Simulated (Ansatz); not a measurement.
# Pt: which structure wins, with spin-orbit coupling, part 1 of 2

Aim: relax Pt in several structures (fcc, bcc, hcp) and rank them by energy, with spin-orbit coupling. Methods of the runs shown: PAW and LAPW.

Method: DFT PBE, with the methods named in each step, in Ansatz 0.2.0.

## (1) The starting structure

Symmetry: Fm-3m, No. 225, cubic system. The conventional cell has a = 3.972 Å, b = 3.972 Å, c = 3.972 Å, α = 90.00°, β = 90.00°, γ = 90.00°. Pt (site symmetry m-3m) has 12 Pt at 2.81 Å as nearest neighbours.

Coordinates:

```xyz
1
Lattice="0.0000 1.9858 1.9858 1.9858 0.0000 1.9858 1.9858 1.9858 0.0000" Properties=species:S:1:pos:R:3 pbc="T T T"
Pt    0.0000    0.0000    0.0000
```

## (2) Fcc relaxed, PAW

The input, input.yaml:

```yaml
crystal:
  lattice:
    - [0.0, 1.9857740511, 1.9857740511]
    - [1.9857740511, 0.0, 1.9857740511]
    - [1.9857740511, 1.9857740511, 0.0]
  atoms:
    - { symbol: Pt, position: [0.0, 0.0, 0.0] }
kpoints:
  mp_grid: { grid: [18, 18, 18] }
scf:
  occupations: { method: fermi_dirac, width: 0.05 }
hamiltonian:
  xc: pbe
  pseudopotentials: { kind: paw_fr }
output:
  forces: true
  stress: true
relax:
  f_tol: 0.005
  max_steps: 40
  cell: {}
magnetization:
  noncollinear: true
  spin_orbit: true
```

Run with:

```sh
$ ansatz run input.yaml --threads 2 --pin off --max-ram 5120MiB --backend cpu --events-out ev --progress --plain --runs-dir out
```

Log (excerpt; [...] marks lines left out):

```text
[...]
Pseudopotentials: kind: paw_fr
Pseudopotential: Pt, paw_fr, valence charge 18, recommended cutoff 420 eV (normal)#standard-fr
Functional definition: PBE
[...]
non-collinear run that drives no moment, with spin-orbit: no starting moment large enough to seed its density (crystal.atoms[].spin), no starting occupations that ask for one, no magnetisation constraint and no magnetic field, so the semilocal B_xc is pinned to zero
Crystal: 1 atoms, lattice volume = 15.661 Å³
Basis set: ecut = 420 eV, 331 PW (Γ), exchange–correlation on 40×40×40 points (8 copies of the dense FFT grid, shifted against one another)
[...]
--- Forces (eV/Å), atoms counted from 1 ---
  atom   1  Pt    -0.00000000     0.00000000    -0.00000000
[...]
--- Stress (GPa, compression-positive) ---
       -0.001258      -0.000000      -0.000000
       -0.000000      -0.001258      -0.000000
       -0.000000      -0.000000      -0.001258
  P = ⅓ Tr σ = -0.0013 GPa (-0.013 kbar)
--- Relaxed structure (3 steps of the walk, 2 accepted, 1 SCFs on fresh bases) ---
  F+E_penalty+E_count = -12557.66014600 eV   max|allowed force component| = 0.000e0 eV/Å   (the final SCF, on the basis selected at the relaxed cell)
  cell:  # Å, volume = 15.6765 Å³
    - [-1.3693812338406899e-34, 1.986427280485994, 1.986427280485994]
    - [1.986427280485994, -3.1846075205597437e-34, 1.986427280485994]
    - [1.986427280485994, 1.986427280485994, 7.96151880139936e-35]
  atoms:
    - { symbol: Pt, position: [0.0, 0.0, 0.0] }
```

Wall time 12 s (2 threads of AMD EPYC 7R43 (Zen 3), shared host); peak memory 0.49 GiB.

Relaxation path:

```csv
step,energy from step 1 (eV/cell),largest force component (eV/Å),pressure (GPa),volume (Å³)
1,0.0000,0.0000,0.24,15.66
2x,0.0000,0.0000,-0.44,15.70
3,0.0000,0.0000,0.00,15.68
4,0.0000,0.0000,0.00,15.68
```

Step 1 is the start. Step 4 repeats the geometry before on a plane-wave basis chosen anew for that cell, so the energy can jump there without any move; the table keeps such jumps. 1 step was tried and not accepted (marked x).

| input's cell | before | after | change |
| --- | --- | --- | --- |
| a (Å) | 2.808 | 2.809 | +0.0 % |
| b (Å) | 2.808 | 2.809 | +0.0 % |
| c (Å) | 2.808 | 2.809 | +0.0 % |
| volume (Å³/atom) | 15.66 | 15.68 | +0.1 % |

## (3) Fcc relaxed, LAPW

The input, input.yaml:

```yaml
crystal:
  lattice:
    - [0.0, 1.9864272805, 1.9864272805]
    - [1.9864272805, 0.0, 1.9864272805]
    - [1.9864272805, 1.9864272805, 0.0]
  atoms:
    - { symbol: Pt, position: [0.0, 0.0, 0.0] }
kpoints:
  mp_grid: { grid: [18, 18, 18] }
scf:
  occupations: { method: fermi_dirac, width: 0.05 }
hamiltonian:
  xc: pbe
  pseudopotentials: { kind: all_electron, lapw: { basis_error: 0.0005 } }
output:
  forces: true
  stress: true
  eigenvalues: true
  populations: true
relax:
  f_tol: 0.005
  max_steps: 25
  cell: {}
magnetization:
  noncollinear: true
  spin_orbit: true
```

Run with:

```sh
$ ansatz run input.yaml --threads 2 --pin off --max-ram 5120MiB --backend cpu --events-out ev --progress --plain --runs-dir out
```

Log (excerpt; [...] marks lines left out):

```text
[...]
Pt: projections on atomic orbitals take those of the free atom 1s2 2s2 2p6 3s2 3p6 3d10 4s2 4p6 4d10 4f14 5s2 5p6 5d9 6s1, of charge +0.00 (hamiltonian.pseudopotentials.projection_atoms)
LAPW: plane waves up to 8.913 Å⁻¹, error target 5.0e-4 eV per atom; Dirac's equation on spinors; Pt in spheres of 1.362 Å, 42 of its electrons in bands
[...]
Pseudopotentials: kind: all_electron
[...]
  F+E_penalty+E_count = -501863.84419086 eV   max|allowed force component| = 0.000e0 eV/Å   (the final SCF, on the basis selected at the relaxed cell)
  cell:  # Å, volume = 15.6765 Å³
    - [0.0, 1.9864272805, 1.9864272805]
    - [1.9864272805, 0.0, 1.9864272805]
    - [1.9864272805, 1.9864272805, 0.0]
  atoms:
    - { symbol: Pt, position: [0.0, 0.0, 0.0] }
--- Löwdin populations: 1 site ---
  site symbol       q [e]
     0     Pt     77.7493
  spilling = 0.003214 (of n_electrons = 78.000000)
```

Run time: 4 min. Hardware: 2 threads of AMD EPYC 7R43 (Zen 3), shared host; peak memory 0.99 GiB.

Step by step:

```csv
step,energy from step 1 (eV/cell),largest force component (eV/Å),pressure (GPa),volume (Å³)
1,0.0000,0.0000,-0.04,15.68
2,0.0000,0.0000,-0.04,15.68
```

Step 1 is the start. Step 2 repeats the geometry before on a plane-wave basis chosen anew for that cell, so the energy can jump there without any move; the table keeps such jumps.

| input's cell | before | after | change |
| --- | --- | --- | --- |
| a (Å) | 2.809 | 2.809 | +0.0 % |
| b (Å) | 2.809 | 2.809 | +0.0 % |
| c (Å) | 2.809 | 2.809 | +0.0 % |
| volume (Å³/atom) | 15.68 | 15.68 | +0.0 % |

Read from it: pressure -0.04 GPa; no gap.

## (4) Bcc relaxed, PAW

The input, input.yaml:

```yaml
crystal:
  lattice:
    - [-1.5761099088, 1.5761099088, 1.5761099088]
    - [1.5761099088, -1.5761099088, 1.5761099088]
    - [1.5761099088, 1.5761099088, -1.5761099088]
  atoms:
    - { symbol: Pt, position: [0.0, 0.0, 0.0] }
kpoints:
  mp_grid: { grid: [18, 18, 18] }
scf:
  occupations: { method: fermi_dirac, width: 0.05 }
hamiltonian:
  xc: pbe
  pseudopotentials: { kind: paw_fr }
output:
  forces: true
  stress: true
relax:
  f_tol: 0.005
  max_steps: 40
  cell: {}
magnetization:
  noncollinear: true
  spin_orbit: true
```

Run with:

```sh
$ ansatz run input.yaml --threads 2 --pin off --max-ram 5120MiB --backend cpu --events-out ev --progress --plain --runs-dir out
```

Log:

```text
Engine: ansatz 0.2.0
[... 3 set-up lines as earlier in the session ...]
  parameter kappa = 0.804
  parameter beta = 0.06672455060314922
  exchange = pbe_x(kappa = kappa, mu = beta*pi^2/3)
  correlation = pbe_c(beta = beta)
non-collinear run that drives no moment, with spin-orbit: no starting moment large enough to seed its density (crystal.atoms[].spin), no starting occupations that ask for one, no magnetisation constraint and no magnetic field, so the semilocal B_xc is pinned to zero
Crystal: 1 atoms, lattice volume = 15.661 Å³
Basis set: ecut = 420 eV, 321 PW (Γ), exchange–correlation on 40×40×40 points (8 copies of the dense FFT grid, shifted against one another)
Bands: 26, of which v1, the nominal top of the filled ones, is band 18 counted from 1 (17 counted from 0)
Symmetry: 48 space group operations + 48 with time reversal
Magnetic group: BNS 229.141 (UNI 1643), of the structure as read, at distance tolerance 2.5e-5 Å
k-points: 195 of 5832
Projection manifold: j_resolved (fully-relativistic pseudo-atomic orbitals)
Non-local potential: Pt, projectors of the file, l = 0: 3, l = 1: 4, l = 2: 4, l = 3: 2
PAW form: soft (Blöchl's): semilocal exchange-correlation on the pseudo side does not see the compensation charge
PAW one-centre angular grid: Pt, 590 points (default); XC on 64 Gauss nodes
Initial density: superposition of atomic densities (chi_scale 0.1, normalization cell)
Initial wavefunctions: pseudopotential atomic-orbital guess
Functional: x = pbe(κ = 0.804, μ = 0.2195149727645171), c = pbe(β = 0.06672455060314922)
SCF iter   1: F=—  HF=-12557.875267 eV  |F-HF|=—  |Δ(HF+E_count)|=         —  Δρ=8.85e-2  dr2=1.05e0  dr2_m=0.00e0 (ungated)  ethr=3.10e-3  |M|=0.00e0 ∫|m|=0.00e0 μB  |m|>n=0.0e0 m-floor=0.0e0 τ_xc=0.0e0  β_m=0.30  ⟨swp⟩=6.0  Hψ=11727  notcnv=0  defer=60
preconditioner: auto → none  [metal: Δε(μ)=0.004 eV  Ē_g=13.468 eV  σ=0.050 eV  W_gap=0.02  n_scr=0 (ndim 8)  ℏωp=29.7 eV  f_vac=0.000  D(μ)=0.91/eV (n_scr^D=12)]
SCF iter   2: F=—  HF=-12557.584260 eV  |F-HF|=—  |Δ(HF+E_count)|=   2.91e-1  Δρ=4.02e-2  dr2=1.42e-1  dr2_m=0.00e0 (ungated)  ethr=3.10e-3  |M|=0.00e0 ∫|m|=0.00e0 μB  |m|>n=0.0e0 m-floor=0.0e0 τ_xc=0.0e0  β_m=0.38  ⟨swp⟩=2.7  Hψ=4698  notcnv=0  defer=490
SCF iter   3: F=—  HF=-12557.547295 eV  |F-HF|=—  |Δ(HF+E_count)|=   3.70e-2  Δρ=1.57e-2  dr2=9.57e-3  dr2_m=0.00e0 (ungated)  ethr=7.89e-4  |M|=0.00e0 ∫|m|=0.00e0 μB  |m|>n=0.0e0 m-floor=0.0e0 τ_xc=0.0e0  β_m=0.62  ⟨swp⟩=2.0  Hψ=3719  notcnv=0  defer=490
SCF iter   4: F=—  HF=-12557.545156 eV  |F-HF|=—  |Δ(HF+E_count)|=   2.14e-3  Δρ=8.93e-4  dr2=8.46e-5  dr2_m=0.00e0 (ungated)  ethr=5.32e-5  |M|=0.00e0 ∫|m|=0.00e0 μB  |m|>n=0.0e0 m-floor=0.0e0 τ_xc=0.0e0  β_m=0.81  ⟨swp⟩=2.7  Hψ=4173  notcnv=0  defer=490
SCF iter   5: F=—  HF=-12557.545133 eV  |F-HF|=—  |Δ(HF+E_count)|=   2.26e-5  Δρ=1.20e-4  dr2=5.95e-7  dr2_m=0.00e0 (ungated)  ethr=4.70e-7  |M|=0.00e0 ∫|m|=0.00e0 μB  |m|>n=0.0e0 m-floor=0.0e0 τ_xc=0.0e0  β_m=0.90  ⟨swp⟩=2.3  Hψ=3577  notcnv=0  defer=490
SCF iter   6: F=-12557.545133 eV  HF=-12557.545133 eV  |F-HF|=7.48e-10  |Δ(HF+E_count)|=   3.26e-7  Δρ=5.59e-6  dr2=2.32e-9  dr2_m=0.00e0 (ungated)  ethr=5.56e-10  |M|=0.00e0 ∫|m|=0.00e0 μB  |m|>n=0.0e0 m-floor=0.0e0 τ_xc=0.0e0  ⟨swp⟩=4.0  Hψ=7822  notcnv=0
SCF 1 converged in 6 iterations: F = -12557.545133 eV  dr2 = 2.32e-9
relax step   1: F+E_penalty+E_count = -12557.54513345 eV  Δ(F+E_penalty+E_count) = +0.000e0 eV  max|allowed force component| = 0.000e0 eV/Å  Δτ_max = 0.0000 Å  P = +2.874 GPa  Ω = 15.661 Å³  (6 SCF iters, dr2 threshold 1.00e-7 eV, accepted)
Crystal: 1 atoms, lattice volume = 16.171 Å³
Projection manifold: j_resolved (fully-relativistic pseudo-atomic orbitals)
Initial density: handed on by an earlier stage of this run
Initial wavefunctions: those handed on with the density
iter 1 solved again at ethr=2.47e-6 eV; its pass at ethr=3.10e-3 eV (dr2=4.44e-4 eV) is discarded
SCF iter   1: F=—  HF=-12557.542063 eV  |F-HF|=—  |Δ(HF+E_count)|=         —  Δρ=2.47e-3  dr2=6.34e-4  dr2_m=0.00e0 (ungated)  ethr=2.47e-6  |M|=0.00e0 ∫|m|=0.00e0 μB  |m|>n=0.0e0 m-floor=0.0e0 τ_xc=0.0e0  β_m=0.30  ⟨swp⟩=2.4  Hψ=13783  notcnv=0
preconditioner: auto → none  [metal: Δε(μ)=0.023 eV  Ē_g=13.383 eV  σ=0.050 eV  W_gap=0.12  n_scr=0 (ndim 8)  ℏωp=29.2 eV  f_vac=0.000  D(μ)=1.00/eV (n_scr^D=12)]
SCF iter   2: F=—  HF=-12557.541945 eV  |F-HF|=—  |Δ(HF+E_count)|=   1.17e-4  Δρ=1.50e-3  dr2=1.46e-4  dr2_m=0.00e0 (ungated)  ethr=2.47e-6  |M|=0.00e0 ∫|m|=0.00e0 μB  |m|>n=0.0e0 m-floor=0.0e0 τ_xc=0.0e0  β_m=0.42  ⟨swp⟩=2.3  Hψ=3528  notcnv=0
SCF iter   3: F=—  HF=-12557.541934 eV  |F-HF|=—  |Δ(HF+E_count)|=   1.09e-5  Δρ=5.65e-4  dr2=1.58e-5  dr2_m=0.00e0 (ungated)  ethr=8.09e-7  |M|=0.00e0 ∫|m|=0.00e0 μB  |m|>n=0.0e0 m-floor=0.0e0 τ_xc=0.0e0  β_m=0.56  ⟨swp⟩=1.0  Hψ=2535  notcnv=0
SCF iter   4: F=—  HF=-12557.541934 eV  |F-HF|=—  |Δ(HF+E_count)|=   4.05e-7  Δρ=3.69e-5  dr2=3.55e-8  dr2_m=0.00e0 (ungated)  ethr=5.56e-10  |M|=0.00e0 ∫|m|=0.00e0 μB  |m|>n=0.0e0 m-floor=0.0e0 τ_xc=0.0e0  β_m=0.78  ⟨swp⟩=3.0  Hψ=9395  notcnv=0
SCF iter   5: F=-12557.541934 eV  HF=-12557.541934 eV  |F-HF|=8.13e-10  |Δ(HF+E_count)|=   3.51e-8  Δρ=6.87e-6  dr2=2.36e-9  dr2_m=0.00e0 (ungated)  ethr=1.97e-10  |M|=0.00e0 ∫|m|=0.00e0 μB  |m|>n=0.0e0 m-floor=0.0e0 τ_xc=0.0e0  ⟨swp⟩=1.5  Hψ=7766  notcnv=0
SCF 2 converged in 5 iterations: F = -12557.541934 eV  dr2 = 2.36e-9
relax step   2: F+E_penalty+E_count = -12557.54193412 eV  Δ(F+E_penalty+E_count) = +3.199e-3 eV  max|allowed force component| = 0.000e0 eV/Å  Δτ_max = 0.0000 Å  P = -4.481 GPa  Ω = 16.171 Å³  energy of the carried Pulay correction = -2.341e-4 eV  (5 SCF iters, dr2 threshold 1.00e-7 eV, rejected (line search))
Crystal: 1 atoms, lattice volume = 15.857 Å³
Projection manifold: j_resolved (fully-relativistic pseudo-atomic orbitals)
iter 1 solved again at ethr=1.67e-6 eV; its pass at ethr=3.10e-3 eV (dr2=3.01e-4 eV) is discarded
SCF iter   1: F=—  HF=-12557.546745 eV  |F-HF|=—  |Δ(HF+E_count)|=         —  Δρ=1.53e-3  dr2=2.39e-4  dr2_m=0.00e0 (ungated)  ethr=1.67e-6  |M|=0.00e0 ∫|m|=0.00e0 μB  |m|>n=0.0e0 m-floor=0.0e0 τ_xc=0.0e0  β_m=0.30  ⟨swp⟩=1.9  Hψ=12260  notcnv=0
preconditioner: auto → none  [metal: Δε(μ)=0.028 eV  Ē_g=13.581 eV  σ=0.050 eV  W_gap=0.14  n_scr=0 (ndim 8)  ℏωp=29.5 eV  f_vac=0.000  D(μ)=0.95/eV (n_scr^D=12)]
SCF iter   2: F=—  HF=-12557.546699 eV  |F-HF|=—  |Δ(HF+E_count)|=   4.54e-5  Δρ=9.15e-4  dr2=5.34e-5  dr2_m=0.00e0 (ungated)  ethr=1.33e-6  |M|=0.00e0 ∫|m|=0.00e0 μB  |m|>n=0.0e0 m-floor=0.0e0 τ_xc=0.0e0  β_m=0.42  ⟨swp⟩=1.4  Hψ=2874  notcnv=0
SCF iter   3: F=—  HF=-12557.546694 eV  |F-HF|=—  |Δ(HF+E_count)|=   5.02e-6  Δρ=3.48e-4  dr2=5.77e-6  dr2_m=0.00e0 (ungated)  ethr=2.96e-7  |M|=0.00e0 ∫|m|=0.00e0 μB  |m|>n=0.0e0 m-floor=0.0e0 τ_xc=0.0e0  β_m=0.56  ⟨swp⟩=1.0  Hψ=2552  notcnv=0
SCF iter   4: F=—  HF=-12557.546697 eV  |F-HF|=—  |Δ(HF+E_count)|=   2.27e-6  Δρ=2.15e-5  dr2=1.27e-8  dr2_m=0.00e0 (ungated)  ethr=3.21e-8  |M|=0.00e0 ∫|m|=0.00e0 μB  |m|>n=0.0e0 m-floor=0.0e0 τ_xc=0.0e0  β_m=0.78  ⟨swp⟩=1.7  Hψ=3276  notcnv=0
SCF iter   5: F=—  HF=-12557.546695 eV  |F-HF|=—  |Δ(HF+E_count)|=   1.26e-6  Δρ=4.59e-6  dr2=9.69e-10  dr2_m=0.00e0 (ungated)  ethr=7.08e-11  |M|=0.00e0 ∫|m|=0.00e0 μB  |m|>n=0.0e0 m-floor=0.0e0 τ_xc=0.0e0  β_m=0.86  ⟨swp⟩=2.1  Hψ=4282  notcnv=0
SCF iter   6: F=-12557.546695 eV  HF=-12557.546695 eV  |F-HF|=3.64e-12  |Δ(HF+E_count)|=  5.51e-10  Δρ=1.58e-7  dr2=1.05e-12  dr2_m=0.00e0 (ungated)  ethr=1.00e-12  |M|=0.00e0 ∫|m|=0.00e0 μB  |m|>n=0.0e0 m-floor=0.0e0 τ_xc=0.0e0  ⟨swp⟩=4.0  Hψ=10877  notcnv=0
SCF 3 converged in 6 iterations: F = -12557.546695 eV  dr2 = 1.05e-12
relax step   3: F+E_penalty+E_count = -12557.54669542 eV  Δ(F+E_penalty+E_count) = -1.562e-3 eV  max|allowed force component| = 0.000e0 eV/Å  Δτ_max = 0.0000 Å  P = -0.126 GPa  Ω = 15.857 Å³  energy of the carried Pulay correction = -9.060e-5 eV  (6 SCF iters, accepted)
Crystal: 1 atoms, lattice volume = 15.848 Å³
Projection manifold: j_resolved (fully-relativistic pseudo-atomic orbitals)
iter 1 solved again at ethr=6.13e-10 eV; its pass at ethr=3.10e-3 eV (dr2=1.10e-7 eV) is discarded
SCF iter   1: F=—  HF=-12557.546703 eV  |F-HF|=—  |Δ(HF+E_count)|=         —  Δρ=4.05e-5  dr2=1.64e-7  dr2_m=0.00e0 (ungated)  ethr=6.13e-10  |M|=0.00e0 ∫|m|=0.00e0 μB  |m|>n=0.0e0 m-floor=0.0e0 τ_xc=0.0e0  β_m=0.30  ⟨swp⟩=2.0  Hψ=11403  notcnv=0
preconditioner: auto → none  [metal: Δε(μ)=0.028 eV  Ē_g=13.591 eV  σ=0.050 eV  W_gap=0.14  n_scr=0 (ndim 8)  ℏωp=29.5 eV  f_vac=0.000  D(μ)=0.95/eV (n_scr^D=12)]
SCF iter   2: F=-12557.546703 eV  HF=-12557.546703 eV  |F-HF|=6.80e-9  |Δ(HF+E_count)|=   3.10e-8  Δρ=2.46e-5  dr2=3.82e-8  dr2_m=0.00e0 (ungated)  ethr=2.22e-10  |M|=0.00e0 ∫|m|=0.00e0 μB  |m|>n=0.0e0 m-floor=0.0e0 τ_xc=0.0e0  ⟨swp⟩=2.0  Hψ=7919  notcnv=0
SCF 4 converged in 2 iterations: F = -12557.546703 eV  dr2 = 3.82e-8
relax step   4: F+E_penalty+E_count = -12557.54670263 eV  Δ(F+E_penalty+E_count) = -7.208e-6 eV  max|allowed force component| = 0.000e0 eV/Å  Δτ_max = 0.0000 Å  P = -0.003 GPa  Ω = 15.848 Å³  energy of the carried Pulay correction = -8.676e-5 eV  (2 SCF iters, dr2 threshold 3.99e-8 eV, accepted)
Projection manifold: j_resolved (fully-relativistic pseudo-atomic orbitals)
Initial wavefunctions: pseudopotential atomic-orbital guess (no wavefunctions were taken with the density)
iter 1 solved again at ethr=2.56e-8 eV; its pass at ethr=3.10e-3 eV (dr2=4.61e-6 eV) is discarded
SCF iter   1: F=—  HF=-12557.546789 eV  |F-HF|=—  |Δ(HF+E_count)|=         —  Δρ=3.69e-5  dr2=5.12e-8  dr2_m=0.00e0 (ungated)  ethr=2.56e-8  |M|=0.00e0 ∫|m|=0.00e0 μB  |m|>n=0.0e0 m-floor=0.0e0 τ_xc=0.0e0  β_m=0.30  ⟨swp⟩=3.0  Hψ=18318  notcnv=0
SCF iter   2: F=—  HF=-12557.546788 eV  |F-HF|=—  |Δ(HF+E_count)|=   6.91e-7  Δρ=2.54e-5  dr2=1.78e-8  dr2_m=0.00e0 (ungated)  ethr=2.84e-10  |M|=0.00e0 ∫|m|=0.00e0 μB  |m|>n=0.0e0 m-floor=0.0e0 τ_xc=0.0e0  β_m=0.49  ⟨swp⟩=2.2  Hψ=3952  notcnv=0
SCF iter   3: F=—  HF=-12557.546788 eV  |F-HF|=—  |Δ(HF+E_count)|=   1.51e-8  Δρ=7.01e-6  dr2=1.48e-9  dr2_m=0.00e0 (ungated)  ethr=9.91e-11  |M|=0.00e0 ∫|m|=0.00e0 μB  |m|>n=0.0e0 m-floor=0.0e0 τ_xc=0.0e0  β_m=0.56  ⟨swp⟩=1.8  Hψ=3904  notcnv=0
SCF iter   4: F=—  HF=-12557.546788 eV  |F-HF|=—  |Δ(HF+E_count)|=   1.53e-9  Δρ=5.15e-7  dr2=1.14e-11  dr2_m=0.00e0 (ungated)  ethr=8.20e-12  |M|=0.00e0 ∫|m|=0.00e0 μB  |m|>n=0.0e0 m-floor=0.0e0 τ_xc=0.0e0  β_m=0.73  ⟨swp⟩=2.4  Hψ=4369  notcnv=0
SCF iter   5: F=-12557.546788 eV  HF=-12557.546788 eV  |F-HF|=3.64e-12  |Δ(HF+E_count)|=  5.46e-12  Δρ=1.94e-8  dr2=1.99e-14  dr2_m=0.00e0 (ungated)  ethr=1.00e-12  |M|=0.00e0 ∫|m|=0.00e0 μB  |m|>n=0.0e0 m-floor=0.0e0 τ_xc=0.0e0  ⟨swp⟩=4.0  Hψ=8601  notcnv=0
SCF 5 converged in 5 iterations: F = -12557.546788 eV  dr2 = 1.99e-14
relax step   5: F+E_penalty+E_count = -12557.54678793 eV  Δ(F+E_penalty+E_count) = -8.530e-5 eV  max|allowed force component| = 0.000e0 eV/Å  Δτ_max = 0.0000 Å  P = -0.009 GPa  Ω = 15.848 Å³  stress off target by 8.97e-3 GPa  SCF on the basis re-selected at this cell (its energy is not comparable with the rows above)  (5 SCF iters)
basis re-selected at this cell: Δ(F+E_penalty+E_count) = -8.530e-5 eV, ΔP = -0.006 GPa vs the last step (what re-selecting the basis moved, of the pressure what is left beyond the Pulay correction that the steps carried, after the strain that the cell walked since its last selection, with what the two solves' SCF thresholds leave and, on support functions, any second-order correction that the steps lacked; it is no measure of the basis error at this ecutwfc). This SCF's stress stands 8.97e-3 GPa from its target on what of the cell is left free (relax.cell.stress_tol is 5.00e-2 GPa) and its largest allowed force component is 0.00e0 eV/Å (relax.f_tol is 5.00e-3 eV/Å): within both
SCF converged after 5 iterations
Magnetization: |M| = 0.0000 μB,  M = (+0.0000, +0.0000, +0.0000) μB
Absolute magnetization: 0.0000 μB (∫|m|)
  site 0: m = (+0.0000, +0.0000, +0.0000) μB, |m| = 0.0000 μB  (R = 1.13 Å)
Free energy (F): -12557.546788 eV
Harris-Foulkes:  -12557.546788 eV  (|F-HF|=3.64e-12)
Internal energy: -12557.538880 eV  (E = F + TS)
E sigma→0 (E₀):  -12557.542834 eV
Entropy (-TS):   -0.007908 eV (-7.908 meV/atom)
Fermi energy:    21.816540 eV
--- Per-component energies (eV) ---
  E_band       = -155.902725
  E_kinetic    = 636.800394
  E_local      = -1521.456077  (includes V_loc(G=0)·N_el)
  E_nonlocal   = 188.233666
  E_hartree    = 563.314935
  E_xc         = -261.603413
  E_vxc        = -302.642971  (∫ρ·V_xc dr)
  E_paw        = -9480.328480  (= ΣΔE_a)
  E_vpaw       = -283.467768  (= ΣTr[D̂ρ^β])
  E_aug_tail   = 0.000162  (compensation charges beyond the density's cutoff)
  E_ewald      = -2682.500067
  E_smearing   = -0.007908  (= −TS)
  E_closure    = -0.000000  (closes the sum)
  Σ components = -12557.546788   (vs F -12557.546788, Δ=0.00e0)
--- Forces (eV/Å), atoms counted from 1 ---
  atom   1  Pt    -0.00000000     0.00000000     0.00000000
  max |Σ_I F_I| component: 2.63e-31 eV/Å
--- Stress (GPa, compression-positive) ---
       -0.008971       0.000000      -0.000000
       -0.000000      -0.008971      -0.000000
        0.000000       0.000000      -0.008971
  P = ⅓ Tr σ = -0.0090 GPa (-0.090 kbar)
--- Relaxed structure (4 steps of the walk, 3 accepted, 1 SCFs on fresh bases) ---
  F+E_penalty+E_count = -12557.54678793 eV   max|allowed force component| = 0.000e0 eV/Å   (the final SCF, on the basis selected at the relaxed cell)
  cell:  # Å, volume = 15.8482 Å³
    - [-1.5823661823356139, 1.5823661823356139, 1.5823661823356139]
    - [1.5823661823356139, -1.5823661823356139, 1.5823661823356139]
    - [1.5823661823356139, 1.5823661823356139, -1.5823661823356139]
  atoms:
    - { symbol: Pt, position: [0.0, 0.0, 0.0] }
```

It took 17 s on 2 threads of AMD EPYC 7R43 (Zen 3), shared host; peak memory 0.49 GiB.

The steps of the relaxation:

```csv
step,energy from step 1 (eV/cell),largest force component (eV/Å),pressure (GPa),volume (Å³)
1,0.0000,0.0000,2.87,15.66
2x,0.0032,0.0000,-4.48,16.17
3,-0.0016,0.0000,-0.13,15.86
4,-0.0016,0.0000,0.00,15.85
5,-0.0017,0.0000,-0.01,15.85
```

Step 1 is the start. Step 5 repeats the geometry before on a plane-wave basis chosen anew for that cell, so the energy can jump there without any move; the table keeps such jumps. 1 step was tried and not accepted (marked x).

| input's cell | before | after | change |
| --- | --- | --- | --- |
| a (Å) | 2.730 | 2.741 | +0.4 % |
| b (Å) | 2.730 | 2.741 | +0.4 % |
| c (Å) | 2.730 | 2.741 | +0.4 % |
| volume (Å³/atom) | 15.66 | 15.85 | +1.2 % |

(Continued in part 2 of 2.)
